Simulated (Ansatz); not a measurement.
Crystal: TaN.

```
CELL_PARAMETERS angstrom
2.73231 0.00000 0.00000
0.00000 2.73231 0.00000
0.00000 0.00000 2.73231
ATOMIC_POSITIONS crystal
Ta 0.00000 0.00000 0.00000
N 0.50000 0.50000 0.50000
```

The cell comes from a database or a generator and needn't be the stable form of this composition.

Base run:

```yaml
Program: Ansatz 0.2.0
Functional: PBEsol
Potentials_or_basis: all-electron LAPW, scalar-relativistic
Cutoff: 304 eV
Density_cutoff: 1218 eV
Basis_error_allowed: 0.001 eV/atom
k_mesh: 7 × 7 × 7
Occupations: gaussian, width 0.05 eV
Spin: collinear spin, ferromagnetic start
Starting_moments: "[0.5, 0.0] μB"
Hubbard_terms: Ta d U = 5 eV
```

Its results: band gap on the k mesh none (metal or under the smearing width); pressure 5.1 GPa; net moment 0.22 μB per cell; site moments Ta +0.20; N -0.01 μB.

Question: The run is repeated on the same cell with these changes: hubbard terms from Ta d U = 5 eV to Ta d U = 4 eV. What comes out?

Answer: Band gap on the k mesh none (metal or under the smearing width); pressure 2.9 GPa; net moment 0.22 μB per cell; site moments Ta +0.19; N -0.00 μB.

Caveats: the k mesh is thin for a metal, which can move the energy by tens of meV per atom; U is the effective U less J, on atomic orbitals that reach past the spheres.

Not every run made on this cell is shown here.
